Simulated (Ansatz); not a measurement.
ZnS: strain energy, fitted

ZnS, F-43m, a = 5.442 Å. The compound has several low-lying forms, and this is one of them. Ansatz: PBE, PAW, 420 eV, Γ-centred 8×8×6 mesh on 4 atoms, Gaussian smearing 0.02 eV; no spin polarisation. Series: uniaxial strain along c, with a, b and atoms relaxed; x is the strain in per cent. The axes a, b, c are those of the computed cell (3.848, 3.848, 5.442 Å), along [1 1 0], [-1 1 0], [0 0 1] of the cell named above. y is the free energy over the unstrained cell, V0 = 20.149 Å³/atom.

```tsv
x (%)	y (meV/atom)
-3.0	?
-2.0	1.41
-1.0	0.36
0.0	0.00
1.0	0.34
2.0	1.41
3.0	3.22
```

Fit y = c2 x² + c3 x³ to the other rows, turn c2 into a modulus, and predict the missing energy.

Least squares on the rows shown. y = 0.3539 x² + 0.001070 x³. In eV per unit strain² c2 is 3.539; this is Young's modulus along the axis (E = ½ Y V0 ε²): 2 × 3.539 × 160.2 / (20.149) = 56 GPa. At x = -3.0 the fit asked for gives 3.16 meV/atom. The run gave 3.13 meV/atom, so the fit is 0.03 meV/atom too high, a small miss on the scale of the series.